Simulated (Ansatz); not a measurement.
Molecular dynamics of C

input.yaml

```yaml
crystal:
  lattice:
    - [0.0, 3.68524, 3.68524]
    - [3.68524, 0.0, 3.68524]
    - [3.68524, 3.68524, 0.0]
  atoms:
    - { symbol: C, position: [0.01896449, 0.00648441, -0.01739526] }
    - { symbol: C, position: [0.14310983, 0.14958902, 0.08659282] }
    - { symbol: C, position: [-0.01629719, -0.02864289, 0.5193632] }
    - { symbol: C, position: [0.114937, 0.09480676, 0.63886099] }
    - { symbol: C, position: [0.01715441, 0.5046614, -0.00484683] }
    - { symbol: C, position: [0.13375711, 0.61680657, 0.15580524] }
    - { symbol: C, position: [0.00702414, 0.4781311, 0.50274222] }
    - { symbol: C, position: [0.13237394, 0.62378621, 0.62908946] }
    - { symbol: C, position: [0.502114, 0.04654847, -0.03622424] }
    - { symbol: C, position: [0.6032481, 0.15973844, 0.12210391] }
    - { symbol: C, position: [0.47615134, -0.01901255, 0.50821454] }
    - { symbol: C, position: [0.60813157, 0.11092048, 0.63393783] }
    - { symbol: C, position: [0.50352741, 0.50722837, 0.00244086] }
    - { symbol: C, position: [0.62629119, 0.63505485, 0.12628168] }
    - { symbol: C, position: [0.49676286, 0.48652432, 0.51142178] }
    - { symbol: C, position: [0.6327498, 0.62737505, 0.62161179] }
basis:
  ecutwfc: 420.0
kpoints:
  mp_grid: { grid: [4, 4, 4] }
hamiltonian:
  xc: pbesol
scf:
  occupations: { method: fermi_dirac, width: 0.17 }
  lower_state_search: "off"
md:
  timestep: 1
  n_steps: 70
  ensemble: nve
  temperature: 1200.0
  initial_velocities: maxwell_boltzmann
  seed: 352337
```

Command:

```bash
$ ansatz run input.yaml --threads 1 --pin off --max-ram 3072MiB --backend cpu --events-out ev --progress --plain --runs-dir out
```

It goes on from the last frame of an earlier run, with new velocities.

Output, in part (one step line in 3):

```
md step     0: t =     0.00 fs  T =  1200.0 K  F+E_penalty+E_count = -3941.93406138 eV  E_kin = 2.326680 eV  conserved = -3939.60738140 eV  (7 SCF iters)
md step     3: t =     3.00 fs  T =  1064.1 K  F+E_penalty+E_count = -3941.66947124 eV  E_kin = 2.063166 eV  conserved = -3939.60630558 eV  (7 SCF iters)
md step     6: t =     6.00 fs  T =  1196.3 K  F+E_penalty+E_count = -3941.92788082 eV  E_kin = 2.319423 eV  conserved = -3939.60845815 eV  (4 SCF iters)
md step     9: t =     9.00 fs  T =  1446.4 K  F+E_penalty+E_count = -3942.41434888 eV  E_kin = 2.804331 eV  conserved = -3939.61001793 eV  (3 SCF iters)
md step    12: t =    12.00 fs  T =  1670.8 K  F+E_penalty+E_count = -3942.85194585 eV  E_kin = 3.239577 eV  conserved = -3939.61236922 eV  (3 SCF iters)
md step    15: t =    15.00 fs  T =  1703.8 K  F+E_penalty+E_count = -3942.91875643 eV  E_kin = 3.303591 eV  conserved = -3939.61516527 eV  (3 SCF iters)
md step    18: t =    18.00 fs  T =  1440.2 K  F+E_penalty+E_count = -3942.40276147 eV  E_kin = 2.792387 eV  conserved = -3939.61037430 eV  (4 SCF iters)
md step    21: t =    21.00 fs  T =  1232.4 K  F+E_penalty+E_count = -3941.99358591 eV  E_kin = 2.389496 eV  conserved = -3939.60408958 eV  (4 SCF iters)
md step    24: t =    24.00 fs  T =  1435.4 K  F+E_penalty+E_count = -3942.39276292 eV  E_kin = 2.783182 eV  conserved = -3939.60958044 eV  (4 SCF iters)
md step    27: t =    27.00 fs  T =  1729.9 K  F+E_penalty+E_count = -3942.96910366 eV  E_kin = 3.354154 eV  conserved = -3939.61494966 eV  (3 SCF iters)
md step    30: t =    30.00 fs  T =  1714.7 K  F+E_penalty+E_count = -3942.94000199 eV  E_kin = 3.324548 eV  conserved = -3939.61545397 eV  (7 SCF iters)
md step    33: t =    33.00 fs  T =  1354.7 K  F+E_penalty+E_count = -3942.23620230 eV  E_kin = 2.626687 eV  conserved = -3939.60951551 eV  (3 SCF iters)
md step    36: t =    36.00 fs  T =  1025.5 K  F+E_penalty+E_count = -3941.59334170 eV  E_kin = 1.988282 eV  conserved = -3939.60505992 eV  (3 SCF iters)
md step    39: t =    39.00 fs  T =  1040.9 K  F+E_penalty+E_count = -3941.62352008 eV  E_kin = 2.018197 eV  conserved = -3939.60532354 eV  (3 SCF iters)
md step    42: t =    42.00 fs  T =  1381.9 K  F+E_penalty+E_count = -3942.28924234 eV  E_kin = 2.679342 eV  conserved = -3939.60990027 eV  (3 SCF iters)
md step    45: t =    45.00 fs  T =  1735.9 K  F+E_penalty+E_count = -3942.98023171 eV  E_kin = 3.365674 eV  conserved = -3939.61455767 eV  (3 SCF iters)
md step    48: t =    48.00 fs  T =  1805.1 K  F+E_penalty+E_count = -3943.11358614 eV  E_kin = 3.499876 eV  conserved = -3939.61371046 eV  (4 SCF iters)
md step    51: t =    51.00 fs  T =  1620.8 K  F+E_penalty+E_count = -3942.75523197 eV  E_kin = 3.142521 eV  conserved = -3939.61271087 eV  (4 SCF iters)
md step    54: t =    54.00 fs  T =  1299.2 K  F+E_penalty+E_count = -3942.12880401 eV  E_kin = 2.518938 eV  conserved = -3939.60986564 eV  (4 SCF iters)
md step    57: t =    57.00 fs  T =  1142.3 K  F+E_penalty+E_count = -3941.81740343 eV  E_kin = 2.214842 eV  conserved = -3939.60256160 eV  (4 SCF iters)
md step    60: t =    60.00 fs  T =  1487.3 K  F+E_penalty+E_count = -3942.49662134 eV  E_kin = 2.883779 eV  conserved = -3939.61284266 eV  (7 SCF iters)
md step    63: t =    63.00 fs  T =  1763.2 K  F+E_penalty+E_count = -3943.03571231 eV  E_kin = 3.418717 eV  conserved = -3939.61699570 eV  (4 SCF iters)
md step    66: t =    66.00 fs  T =  1618.3 K  F+E_penalty+E_count = -3942.74976996 eV  E_kin = 3.137802 eV  conserved = -3939.61196842 eV  (3 SCF iters)
md step    69: t =    69.00 fs  T =  1327.5 K  F+E_penalty+E_count = -3942.18111120 eV  E_kin = 2.573867 eV  conserved = -3939.60724383 eV  (4 SCF iters)
md step    70: t =    70.00 fs  T =  1259.6 K  F+E_penalty+E_count = -3942.04929659 eV  E_kin = 2.442326 eV  conserved = -3939.60697030 eV  (7 SCF iters)
```

The run went to its last step. The conserved energy stayed within 0.61 meV per atom of its start (net change 0.026 meV per atom), so the integration is sound. A run of 0.07 ps of so small a system gives no equilibrium averages.

Mean squared displacements from the first frame to the last, about the centre of mass: C 0.01 Å².

Last frame:

```xyz
16
Lattice="0.0000 3.6852 3.6852 3.6852 0.0000 3.6852 3.6852 3.6852 0.0000" Properties=species:S:1:pos:R:3
C 0.038 -0.051 0.065
C 0.898 0.874 1.071
C 1.825 1.899 -0.149
C 2.739 2.716 0.865
C 1.909 0.060 1.957
C 2.827 0.977 2.823
C 3.606 1.763 1.819
C 4.619 2.842 2.808
C 0.051 1.740 1.913
C 0.893 2.657 2.747
C 1.804 3.686 1.714
C 2.736 4.560 2.659
C 1.943 1.991 3.760
C 2.724 2.843 4.740
C 3.662 3.686 3.615
C 4.579 4.611 4.446
```

Run time: 12 min on 1 thread of Arm Neoverse V1, with other jobs on the host, peak memory 0.55 GiB.
